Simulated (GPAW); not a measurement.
# Cr (P-1) in GPAW: single point with PBE

Aim: the single point of Cr with PBE.

Everything below comes from runs of GPAW 26.7.0. Logs are shortened: lines on timing, memory, paths and dates and some standing lists are left out, and cuts for length are marked. The log counts tension as positive stress, the text compression.

### 1 The cell of the first run

The typed cell holds 1 atom: a = 2.564 Å, b = 2.575 Å, c = 2.614 Å, α = 60.73°, β = 61.16°, γ = 60.86°.

This isn't the form of Cr at room conditions, which is bcc.

### 2 Single point, PBE, collinear spin, ferromagnetic start (cell sheared at random, sigma 0.01, atoms nudged by 0.01 Å)

Input file run.py:

```python
from ase.dft.bandgap import bandgap
from ase.io import read, write
from ase.units import GPa
from gpaw import GPAW, PW

atoms = read('Cr.cif')
atoms.set_initial_magnetic_moments([3.0])

calc = GPAW(mode=PW(600),
            xc='PBE',
            kpts={'size': (9, 9, 9), 'gamma': True},
            occupations={'name': 'fermi-dirac', 'width': 0.05},
            nbands=11,
            convergence={'density': 1e-05, 'energy': 1e-05},
            maxiter=75,
            txt='gpaw.txt')
atoms.calc = calc
energy = atoms.get_potential_energy()
forces = atoms.get_forces()
stress = atoms.get_stress()
calc.write('gs.gpw')
write('result.traj', atoms)
print(f'Energy: {energy:.6f} eV')
print('Forces (eV/A):')
print(forces.round(4))
print('Stress (GPa):', (stress / GPa).round(3))
print('Moments:', calc.get_magnetic_moments().round(3))
print('Fermi level:', round(calc.get_fermi_level(), 4), 'eV')
print(f'Gap: {bandgap(calc)[0]:.4f} eV, direct: {bandgap(calc, direct=True)[0]:.4f} eV')
```

Input file Cr.cif:

```cif
data_Cr
_cell_length_a 2.56423592
_cell_length_b 2.57487091
_cell_length_c 2.61384977
_cell_angle_alpha 60.72731195
_cell_angle_beta 61.16317245
_cell_angle_gamma 60.86165289
_space_group_name_H-M_alt 'P-1'
_space_group_name_Hall '-P 1'
_space_group_IT_number 2
loop_
_space_group_symop_operation_xyz
'x,y,z'
'-x,-y,-z'
loop_
_atom_site_label
_atom_site_type_symbol
_atom_site_symmetry_multiplicity
_atom_site_Wyckoff_symbol
_atom_site_fract_x
_atom_site_fract_y
_atom_site_fract_z
_atom_site_occupancy
Cr1 Cr 1 a 0.0000000000 0.0000000000 0.0000000000 1
```

Potentials or basis: GPAW PAW data sets (gpaw-data 1.2.1), pw.

On the command line:

```console
OMP_NUM_THREADS=1 python run.py
```

gpaw.txt:

```text
__  _  _
 | _ |_)|_||  |
 |__||  | ||/\| - 26.7.0

Input parameters:
  mode=PW(ecut=600.0),
  convergence={'density': 1e-05, 'energy': 1e-05},
  kpts=MonkhorstPack(size=(9, 9, 9), gamma=True),
  maxiter=75,
  nbands=11,
  occupations=Occupations(name='fermi-dirac', width=0.05),
  xc=XC(name='PBE')

Diagonalizing LCAO Hamiltonian
Converting LCAO to pw mode

       Cr

Atoms  # Å, Bohr magnetons
|   | symbol |        x |        y |        z |    initial magnetic moments |
|---|--------|----------|----------|----------|-----------------------------|
| 0 |     Cr | 0.000000 | 0.000000 | 0.000000 | ( 0.0000,  0.0000,  3.0000) |

Unit cell  # Å
| periodic |        x |        y |        z |  lengths |    angles |
|----------|----------|----------|----------|----------|-----------|
|      yes | 2.564236 | 0.000000 | 0.000000 | 2.564236 | 60.727312 |
|      yes | 1.253756 | 2.249012 | 0.000000 | 2.574871 | 61.163172 |
|      yes | 1.260704 | 0.760463 | 2.159753 | 2.613850 | 60.861653 |

Number of symmetries: 2
Symmetry operations  # r_c * U_cc + t_c -> r_c
|   | kind |            matrix            |
|---|------|------------------------------|
| 0 |  E   |  1, 0, 0,  0, 1, 0,  0, 0, 1 |
| 1 |  i   | -1, 0, 0,  0,-1, 0,  0, 0,-1 |

BZ-sampling:
  Number of BZ points: 729
  Number of IBZ points: 365

  Monkhorst-Pack size: [9, 9, 9]
  Monkhorst-Pack shift: [0, 0, 0]

K-points  # in reciprocal-cell coordinates
|     |                                coordinates |     weight |
|-----|--------------------------------------------|------------|
|   0 | (  0.00000000,   0.00000000,   0.00000000) | 0.00137174 |
|   1 | (  0.00000000,   0.00000000,   0.11111111) | 0.00274348 |
|   2 | (  0.00000000,   0.00000000,   0.22222222) | 0.00274348 |
|   3 | (  0.00000000,   0.00000000,   0.33333333) | 0.00274348 |
|   4 | (  0.00000000,   0.00000000,   0.44444444) | 0.00274348 |
|   5 | (  0.00000000,   0.11111111,  -0.44444444) | 0.00274348 |
|   6 | (  0.00000000,   0.11111111,  -0.33333333) | 0.00274348 |
|   7 | (  0.00000000,   0.11111111,  -0.22222222) | 0.00274348 |
|   8 | (  0.00000000,   0.11111111,  -0.11111111) | 0.00274348 |
|   9 | (  0.00000000,   0.11111111,   0.00000000) | 0.00274348 |
| ... |                                            |            |
| 364 | (  0.44444444,   0.44444444,   0.44444444) | 0.00274348 |

Plane wave coefficients: 426
Cutoff: 600.0 eV

Spin-components: 2 (collinear spins)
Bands:           11
Projectors:      6
Spin-degeneracy: 1
Datatype:        complex128

Parallelization:
  kpt:    1
  domain: 1
  band:   1

Density:
  Valence electrons: 6.0
  Components: 2
  Grid points: [15 15 15]
  Charge: 0.0  # |e|

Potential:
  Grid points: [15 15 15]

species:
  Cr:
    name:    Chromium
    Z:       24.0
    valence: 6
    core:    18
    charge:  0.0  # [|e|]
    compensation charges:
      type: gauss
      rc: 0.35  # [Å]
      lmax: 2
    cutoffs:
      filter: 2.14  # [Å]
      core: 3.04  # [Å]
    projectors
    | kind |    occ | energy [eV] | rcut [Å] |
    |------|--------|-------------|----------|
    |   4s |  1.000 |      -4.007 |    1.164 |
    |   4p |  0.000 |      -0.989 |    1.217 |
    |   3d |  5.000 |      -2.913 |    1.111 |
    |    s |        |      23.205 |    1.164 |
    |    p |        |      26.223 |    1.217 |
    |    d |        |      24.299 |    1.111 |

    Using partial waves for Cr as LCAO basis

Reference energy: -28582.377450  # eV

eigensolver:
  PPCG
  Converge bands: occupied
  niter=2

density mixing:
  MSR1-Mixer
  Pratt-step length: 0.05
  Maximum mixing coefficient: 0.75
  Old densities: 10
  SVD Regularization: 0.005
  Good broyden scale: 1.0
  Trust region scale: 1.0
  Backstep threshold: 4.0
  History deletion threshold: 6.0
  Fourier metric: weight=20.0, sigma=0.015

occupation numbers:
  Fermi-Dirac:
    width: 0.0500  # eV

poisson solver:
  ecut: 4800.0  # eV

xc functional:
  name: PBE with 2 nearest neighbor stencil

convergence criteria:
- Maximum integral of absolute [dens]ity change: 1e-05 electrons / valence electron
- Maximum [total energy] change in last 3 cyles: 1e-05 eV / valence electron
- Maximum integral of absolute [eigenst]ate change: 4e-08 eV^2 / valence electron
maximum number of iterations: 75

SCF iterations
|iter     | |      energy | eigst |  dens |  magmom |
|---------|-|-------------|-------|-------|---------|
|iter:   1| |   -8.477719 | -0.12 |       |  +2.9978|
|iter:   2| |   -8.494005 | -2.03 | -0.56 |  +2.9354|
|iter:   3| |   -8.773204 | -1.85 | -0.58 |  +1.9720|
|iter:   4| |   -8.917354 | -2.03 | -0.83 |  +1.0186|
|iter:   5| |   -8.957706 | -2.79 | -1.20 |  +0.6540|
|iter:   6| |   -8.970363 | -2.73 | -1.33 |  +0.0540|
|iter:   7| |   -8.990175 | -2.23 | -1.29 |  -0.2331|
|iter:   8| |   -8.994055 | -3.77 | -1.60 |  -0.0336|
|iter:   9| |   -8.994248 | -4.41 | -2.18 |  -0.0038|
|iter:  10| |   -8.994306 | -5.07 | -2.67 |  -0.0034|
|iter:  11| |   -8.994317 | -6.15 | -3.21 |  +0.0019|
|iter:  12| |   -8.994318c| -6.82 | -3.75 |  +0.0013|
|iter:  13| |   -8.994319c| -7.24 | -4.11 |  +0.0006|
|iter:  14| |   -8.994319c| -7.55c| -4.62 |  +0.0003|
|iter:  15| |   -8.994319c| -7.65c| -4.90 |  +0.0001|
|iter:  16| |   -8.994319c| -8.34c| -5.43c|  -0.0000|

Converged in 16 steps
Energy contributions relative to reference atoms: (reference = -28582.377450)

Energy contributions:
  Kinetic:         -19.283262
  Coulomb:          12.755675
  Zero:              0.195113
  External:          0.000000
  Xc:               -2.654573
  Entropy:          -0.014542
  Spinorbit:         0.000000
  ----------------------------
  Free energy:      -9.001589
  Extrapolated:     -8.994319

dipole moment: (-12.542121, -7.432065, -5.333630)  # |e|*Ang

Total magnetic moment: (0.000000, 0.000000, -0.000004)

Local magnetic moments
|        x |        y |         z |
|----------|----------|-----------|
| 0.000000 | 0.000000 | -0.000001 |  # Cr   0

Fermi level: 9.989
Eigenvalues  # (at kpt = [0.000, 0.000, 0.000])
| band index |      eig [eV] | occ [0-1] |      eig [eV] | occ [0-1] |
|------------|---------------|-----------|---------------|-----------|
|          0 |         2.705 |     1.000 |         2.705 |     1.000 |
|          1 |         9.395 |     1.000 |         9.395 |     1.000 |
|          2 |         9.572 |     1.000 |         9.572 |     1.000 |
|          3 |         9.753 |     0.991 |         9.753 |     0.991 |
|          4 |        11.143 |     0.000 |        11.143 |     0.000 |
|          5 |        11.241 |     0.000 |        11.241 |     0.000 |
|          6 |        20.334 |     0.000 |        20.334 |     0.000 |
|          7 |        20.347 |     0.000 |        20.347 |     0.000 |
|          8 |        20.350 |     0.000 |        20.350 |     0.000 |
|          9 |        28.468 |     0.000 |        28.468 |     0.000 |
|         10 |        30.114 |     0.000 |        30.114 |     0.000 |

No gap
No difference between direct/indirect transitions

Forces  # eV/Ang
|       x |       y |       z |
|---------|---------|---------|
| 0.00000 | 0.00000 | 0.00000 |  # Cr   0

Stress tensor  # eV/Ang^3
|        x |         y |         z |
|----------|-----------|-----------|
| 0.085504 |  0.007783 |  0.001671 |
| 0.007783 |  0.066896 | -0.004881 |
| 0.001671 | -0.004881 |  0.059738 |

# Writing to gs.gpw (mode='')
```

Wall time 81 s (1 thread of Arm Neoverse V2, shared host); peak memory 0.21 GiB.

What came out:

```yaml
Free_energy: -9.0016 eV
Pressure: -11.3 GPa
Band_gap_on_the_k_mesh: none (metal or under the smearing width)
Net_moment: 0.00 μB per cell
```

Stress tensor (GPa, compression positive):
```
-13.70  -1.25  -0.27
 -1.25 -10.72   0.78
 -0.27   0.78  -9.57
```

Levels at points of the mesh, in eV from the Fermi level:
Spin up:
```csv
k point,band 1,band 2,band 3,band 4,band 5,band 6,band 7
"(0.00, 0.00, 0.00)",-7.28,-0.59,-0.42,-0.24,1.15,1.25,10.35
```
Spin down:
```tsv
k point	band 1	band 2	band 3	band 4	band 5	band 6	band 7
(0.00, 0.00, 0.00)	-7.28	-0.59	-0.42	-0.24	1.15	1.25	10.35
```

Caveat: the starting moments collapsed, and a magnetic state may lie lower.
